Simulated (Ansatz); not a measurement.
# HfO2 (fluorite): bands and what follows from them, part 2 of 2

What do the bands of HfO2 (fluorite) imply? The runs give effective masses and transport coefficients.

Ansatz 0.2.0; DFT PBE, scalar-relativistic, plane waves, PAW.

## (3) Levels about the band edges

Contents of input.yaml:

```yaml
crystal:
  lattice:
    - [0.0, 2.5575019374, 2.5575019374]
    - [2.5575019374, 0.0, 2.5575019374]
    - [2.5575019374, 2.5575019374, 0.0]
  atoms:
    - { symbol: Hf, position: [0.0, 0.0, 0.0] }
    - { symbol: O, position: [0.25, 0.25, 0.25] }
    - { symbol: O, position: [0.75, 0.75, 0.75] }
basis:
  ecutwfc: 420
  ecutrho_ratio: 4
kpoints:
  mp_grid: { grid: [12, 12, 12] }
hamiltonian:
  xc: pbe
scf:
  occupations: { method: gaussian, width: 0.05 }
output:
  forces: true
  stress: true
  eigenvalues: true
  eigenstates:
    kpoints:
      - [0.0, -0.5, -0.5]
      - [0.0, -0.495115531, -0.495115531]
      - [0.0, -0.504884469, -0.504884469]
      - [0.004884469, -0.5, -0.495115531]
      - [-0.004884469, -0.5, -0.504884469]
      - [0.004884469, -0.495115531, -0.5]
      - [-0.004884469, -0.504884469, -0.5]
      - [0.003453841, -0.496546159, -0.493092318]
      - [-0.003453841, -0.503453841, -0.506907682]
      - [0.003453841, -0.493092318, -0.496546159]
      - [-0.003453841, -0.506907682, -0.503453841]
      - [0.006907682, -0.496546159, -0.496546159]
      - [-0.006907682, -0.503453841, -0.503453841]
      - [0.005640099, -0.494359901, -0.494359901]
      - [-0.005640099, -0.505640099, -0.505640099]
      - [0.0, -0.5, -0.5]
      - [0.0, -0.495115531, -0.495115531]
      - [0.0, -0.504884469, -0.504884469]
      - [0.004884469, -0.5, -0.495115531]
      - [-0.004884469, -0.5, -0.504884469]
      - [0.004884469, -0.495115531, -0.5]
      - [-0.004884469, -0.504884469, -0.5]
      - [0.003453841, -0.496546159, -0.493092318]
      - [-0.003453841, -0.503453841, -0.506907682]
      - [0.003453841, -0.493092318, -0.496546159]
      - [-0.003453841, -0.506907682, -0.503453841]
      - [0.006907682, -0.496546159, -0.496546159]
      - [-0.006907682, -0.503453841, -0.503453841]
      - [0.005640099, -0.494359901, -0.494359901]
      - [-0.005640099, -0.505640099, -0.505640099]
    de_dk: true
    e_range: [-2.460168930884, 2.460168930883]
```

The run is started by

```console
ansatz run input.yaml --threads 4 --pin off --max-ram 9216MiB --backend cpu --events-out ev --progress --plain --runs-dir out
```

Output:

```text
Warning: RAYON_NUM_THREADS=4 ignored (pool sized by the plan → 4); use --threads N
Engine: ansatz 0.2.0, x86_64-unknown-linux-gnu
Pseudopotentials: kind: paw
Pseudopotential: Hf, paw, valence charge 26, recommended cutoff 420 eV (normal), Hf.paw.azcp
Pseudopotential: O, paw, valence charge 6, recommended cutoff 420 eV (normal), O.paw.azcp
Functional definition: PBE
  parameter kappa = 0.804
  parameter beta = 0.06672455060314922
  exchange = pbe_x(kappa = kappa, mu = beta*pi^2/3)
  correlation = pbe_c(beta = beta)
Crystal: 3 atoms, lattice volume = 33.456 Å³
Basis set: ecut = 420 eV, 645 PW (Γ), exchange–correlation on 50×50×50 points (8 copies of the dense FFT grid, shifted against one another)
Bands: 23, of which v1, the nominal top of the filled ones, is band 19 counted from 1 (18 counted from 0)
Symmetry: 48 space group operations
Space group: Fm-3m (ITA 225), of the structure as read, at distance tolerance 3.2e-5 Å
k-points: 72 of 1728
Non-local potential: Hf, projectors of the file, l = 0: 3, l = 1: 2, l = 2: 2, l = 3: 3
Non-local potential: O, projectors of the file, l = 0: 2, l = 1: 2, l = 2: 1
PAW form: soft (Blöchl's): semilocal exchange-correlation on the pseudo side does not see the compensation charge
PAW one-centre angular grid: Hf, 590 points (default); XC on 64 Gauss nodes
PAW one-centre angular grid: O, 110 points (default); XC on 64 Gauss nodes
Initial density: superposition of atomic densities (neutral atoms: chi_scale 0, normalization atom), corrected by the library's trained network
Initial wavefunctions: pseudopotential atomic-orbital guess
Functional: x = pbe(κ = 0.804, μ = 0.2195149727645171), c = pbe(β = 0.06672455060314922)
SCF iter   1: F=—  HF=-16861.406532 eV  |F-HF|=—  |Δ(HF+E_count)|=         —  Δρ=2.41e-3  dr2=1.40e-3  ethr=1.77e-3  ⟨swp⟩=4.5  Hψ=6052  notcnv=0
preconditioner: auto → none  [insulator: Δε(μ)=3.739 eV  Ē_g=18.148 eV  σ=0.050 eV  W_gap=1.00  n_scr=14 (ndim 8)  ℏωp=38.5 eV  f_vac=0.066  D(μ)=0.00/eV (n_scr^D=0)  ε∞_Penn≈5.5]
SCF iter   2: F=—  HF=-16861.407470 eV  |F-HF|=—  |Δ(HF+E_count)|=   9.37e-4  Δρ=1.83e-3  dr2=8.15e-4  ethr=3.69e-6  ⟨swp⟩=2.0  Hψ=3450  notcnv=0
SCF iter   3: F=—  HF=-16861.407358 eV  |F-HF|=—  |Δ(HF+E_count)|=   1.12e-4  Δρ=6.76e-4  dr2=5.72e-5  ethr=2.15e-6  ⟨swp⟩=2.0  Hψ=2384  notcnv=0
SCF iter   4: F=—  HF=-16861.407639 eV  |F-HF|=—  |Δ(HF+E_count)|=   2.81e-4  Δρ=1.23e-4  dr2=4.25e-6  ethr=1.50e-7  ⟨swp⟩=2.0  Hψ=2952  notcnv=0
SCF iter   5: F=—  HF=-16861.407633 eV  |F-HF|=—  |Δ(HF+E_count)|=   5.31e-6  Δρ=5.55e-5  dr2=6.71e-7  ethr=1.12e-8  ⟨swp⟩=2.1  Hψ=2055  notcnv=0
SCF iter   6: F=—  HF=-16861.407637 eV  |F-HF|=—  |Δ(HF+E_count)|=   3.50e-6  Δρ=9.56e-6  dr2=1.66e-8  ethr=1.77e-9  ⟨swp⟩=2.0  Hψ=2951  notcnv=0
SCF iter   7: F=—  HF=-16861.407637 eV  |F-HF|=—  |Δ(HF+E_count)|=   1.71e-8  Δρ=7.17e-6  dr2=1.57e-8  ethr=4.38e-11  ⟨swp⟩=2.2  Hψ=3054  notcnv=0
SCF iter   8: F=—  HF=-16861.407637 eV  |F-HF|=—  |Δ(HF+E_count)|=   3.72e-9  Δρ=1.60e-6  dr2=6.73e-10  ethr=4.13e-11  ⟨swp⟩=2.2  Hψ=2151  notcnv=0
SCF iter   9: F=—  HF=-16861.407637 eV  |F-HF|=—  |Δ(HF+E_count)|=  8.73e-11  Δρ=2.21e-7  dr2=1.15e-11  ethr=1.77e-12  ⟨swp⟩=2.1  Hψ=2864  notcnv=0
SCF iter  10: F=-16861.407637 eV  HF=-16861.407637 eV  |F-HF|=7.28e-12  |Δ(HF+E_count)|=    0.00e0  Δρ=1.22e-8  dr2=3.42e-14  ethr=1.00e-12  ⟨swp⟩=5.1  Hψ=7210  notcnv=0
SCF 1 converged in 10 iterations: F = -16861.407637 eV  dr2 = 3.42e-14
NSCF: frozen V_eff on 30 k-points
SCF converged after 10 iterations
Free energy (F): -16861.407637 eV
Harris-Foulkes:  -16861.407637 eV  (|F-HF|=7.28e-12)
Internal energy: -16861.407637 eV  (E = F + TS)
E sigma→0 (E₀):  -16861.407637 eV
Fermi energy:    17.385076 eV
--- Per-component energies (eV) ---
  E_band       = 31.851706
  E_kinetic    = 769.821969
  E_local      = -5811.763983  (includes V_loc(G=0)·N_el)
  E_nonlocal   = -1147.583242
  E_hartree    = 2659.726877
  E_xc         = -447.324335
  E_vxc        = -454.249920  (∫ρ·V_xc dr)
  E_paw        = -7242.186994  (= ΣΔE_a)
  E_vpaw       = 1356.168187  (= ΣTr[D̂ρ^β])
  E_aug_tail   = 0.004955  (compensation charges beyond the density's cutoff)
  E_ewald      = -5642.102885
  E_smearing   = -0.000000  (= −TS)
  E_closure    = -0.000000  (closes the sum)
  Σ components = -16861.407637   (vs F -16861.407637, Δ=0.00e0)
--- Forces (eV/Å), atoms counted from 1 ---
  atom   1  Hf     0.00000000    -0.00000000     0.00000000
  atom   2  O     -0.00000000    -0.00000000     0.00000000
  atom   3  O     -0.00000000    -0.00000000    -0.00000000
  max |Σ_I F_I| component: 5.78e-18 eV/Å
--- Stress (GPa, compression-positive) ---
       -2.459869      -0.000000      -0.000000
        0.000000      -2.459869      -0.000000
       -0.000000      -0.000000      -2.459869
  P = ⅓ Tr σ = -2.4599 GPa (-24.599 kbar)
--- Band table (eV; the first three rows and the last of 72) ---
  k-point 0: bands = ["-45.6330", "-14.1575", "-14.1575", "-14.1575", "-3.0841", "-0.3480", "4.4658", "4.4658", "4.4658", "4.5271", "4.5271", "4.5271", "4.7220", "10.2960", "10.2960", "10.2960", "14.9190", "14.9190", "14.9190", "19.3477", "19.3477", "21.1024", "25.6339"]
  k-point 1: bands = ["-45.6321", "-14.1855", "-14.1606", "-14.1606", "-2.9957", "-0.4104", "4.4671", "4.4671", "4.4674", "4.5247", "4.5247", "4.5272", "4.7020", "10.3638", "10.3638", "10.4841", "14.7007", "14.7876", "14.7876", "19.4805", "19.4805", "21.3998", "25.3057"]
  k-point 2: bands = ["-45.6299", "-14.2605", "-14.1689", "-14.1689", "-2.7544", "-0.5708", "4.4706", "4.4706", "4.4725", "4.5187", "4.5187", "4.5273", "4.6552", "10.5509", "10.5509", "10.9875", "14.1721", "14.4751", "14.4751", "19.7737", "19.7737", "22.0535", "24.6429"]
  k-point 71: bands = ["-45.6168", "-14.4234", "-14.4234", "-14.2712", "-1.2474", "-1.2474", "4.4918", "4.4924", "4.4948", "4.4984", "4.4984", "4.5176", "4.5176", "10.3371", "10.5523", "12.9923", "12.9923", "14.1269", "15.3237", "20.2410", "20.5642", "22.3829", "22.3829"]
```

Run time: 1.4 s. Hardware: 4 threads of Intel Xeon Platinum 8488C (Sapphire Rapids), shared host; peak memory 0.42 GiB.

Read off: volume 11.152 Å³/atom, pressure -2.46 GPa, mesh gap 3.72 eV.

## (4) Masses at the band edges

Effective masses from the curvatures, in electron masses (holes for the valence edge):

```csv
edge,band from the edge,degeneracy,x,y,z,[110],[111]
valence,1,1,0.29,3.25,3.25,0.53,0.73
conduction,1,1,1.21,0.74,0.74,0.92,0.85
```

The edges lie at k = (0.00, -0.50, -0.50) and (0.00, -0.50, -0.50).

## (5) States of the whole zone by energy, transport at constant relaxation time

Contents of input.yaml:

```yaml
crystal:
  lattice:
    - [0.0, 2.5575019374, 2.5575019374]
    - [2.5575019374, 0.0, 2.5575019374]
    - [2.5575019374, 2.5575019374, 0.0]
  atoms:
    - { symbol: Hf, position: [0.0, 0.0, 0.0] }
    - { symbol: O, position: [0.25, 0.25, 0.25] }
    - { symbol: O, position: [0.75, 0.75, 0.75] }
basis:
  ecutwfc: 420
  ecutrho_ratio: 4
kpoints:
  mp_grid: { grid: [12, 12, 12] }
hamiltonian:
  xc: pbe
scf:
  occupations: { method: gaussian, width: 0.05 }
output:
  forces: true
  stress: true
  eigenvalues: true
  states_by_energy: { minimum_broadening: 0.05 }
```

The run is started by

```console
ansatz run input.yaml --threads 4 --pin off --max-ram 9216MiB --backend cpu --events-out ev --progress --plain --runs-dir out
```

Output (excerpt; [...] marks lines left out):

```text
Warning: RAYON_NUM_THREADS=4 ignored (pool sized by the plan → 4); use --threads N
[...]
[... 4 set-up lines as earlier in the session ...]
[...]
Crystal: 3 atoms, lattice volume = 33.456 Å³
Basis set: ecut = 420 eV, 645 PW (Γ), exchange–correlation on 50×50×50 points (8 copies of the dense FFT grid, shifted against one another)
Bands: 23, of which v1, the nominal top of the filled ones, is band 19 counted from 1 (18 counted from 0)
[... 2 set-up lines as earlier in the session ...]
k-points: 72 of 1728
[...]
SCF iter   1: F=—  HF=-16861.406532 eV  |F-HF|=—  |Δ(HF+E_count)|=         —  Δρ=2.41e-3  dr2=1.40e-3  ethr=1.77e-3  ⟨swp⟩=4.5  Hψ=6052  notcnv=0
[...]
SCF iter   6: F=-16861.407637 eV  HF=-16861.407637 eV  |F-HF|=6.28e-8  |Δ(HF+E_count)|=   8.50e-8  Δρ=9.48e-6  dr2=1.64e-8  ethr=2.63e-10  ⟨swp⟩=3.2  Hψ=7518  notcnv=0
[...]
NSCF: frozen V_eff on 8 k-points
SCF converged after 6 iterations
Free energy (F): -16861.407637 eV
[...]
E sigma→0 (E₀):  -16861.407637 eV
Fermi energy:    17.384992 eV
[...]
--- Forces (eV/Å), atoms counted from 1 ---
  atom   1  Hf     0.00000000    -0.00000000     0.00000000
  atom   2  O      0.00000000    -0.00000000     0.00000000
  atom   3  O     -0.00000000     0.00000000     0.00000000
[...]
--- Stress (GPa, compression-positive) ---
       -2.459888       0.000000      -0.000000
       -0.000000      -2.459888      -0.000000
       -0.000000      -0.000000      -2.459888
  P = ⅓ Tr σ = -2.4599 GPa (-24.599 kbar)
--- Band table (eV; the first three rows and the last of 72) ---
  k-point 0: bands = ["-45.6332", "-14.1577", "-14.1577", "-14.1577", "-3.0842", "-0.3481", "4.4651", "4.4651", "4.4651", "4.5265", "4.5265", "4.5265", "4.7214", "10.2960", "10.2960", "10.2960", "14.9189", "14.9189", "14.9189", "19.3477", "19.3477", "21.1023", "25.6338"]
[...]
```

It took 2.1 min on 4 threads of Intel Xeon Platinum 8488C (Sapphire Rapids), shared host; peak memory 1.4 GiB.

Read off: volume 11.152 Å³/atom, pressure -2.46 GPa, mesh gap 3.72 eV.

A script then sums the file of states by energy over Fermi windows, for rigid-band transport at a constant relaxation time τ. Negative carriers are holes, and the chemical potential counts from the run's Fermi level:

```csv
T (K),electrons added (10¹⁹ cm⁻³),chemical potential (eV),σ/τ xx (10²⁰/Ω m s),Seebeck xx (μV/K),Lorenz xx (10⁻⁸ V²/K²)
600,1,1.702,0.00286,-492,2.03
600,-1,-1.674,0.00363,528,1.85
600,10,1.828,0.0283,-299,2.05
600,-10,-1.798,0.0362,332,1.87
600,100,1.997,0.26,-136,2.10
600,-100,-1.956,0.353,152,1.96
900,1,1.563,0.00257,-559,1.92
900,-1,-1.531,0.00351,581,1.76
900,10,1.745,0.0255,-363,1.92
900,-10,-1.713,0.035,383,1.77
900,100,1.959,0.236,-185,1.95
900,-100,-1.923,0.342,194,1.84
```

## (6) What came out

The summary covers parts 1 to 2.

```
                          quantity                                              value
   mass at the valence edge, x y z                                     0.29 3.25 3.25
mass at the conduction edge, x y z                                     1.21 0.74 0.74
             largest S²σ/τ along x  at 900 K with 100 × 10¹⁹ cm⁻³ holes, S = 194 μV/K
```

What this shows: Electrons are heavier than the top holes: the harmonic means over x, y and z are 0.85 and 0.73. Among the cases computed, S²σ/τ along x is largest at 900 K for hole doping of 100 × 10¹⁹ cm⁻³. That is the edge of the range tried, not a located peak. The gap is the Kohn–Sham one, unshifted (where it is too small, thermally excited carriers are overstated). Spin–orbit coupling is left out, though the cell holds Hf; in elements this heavy it can shift levels and gaps by tenths of an eV.
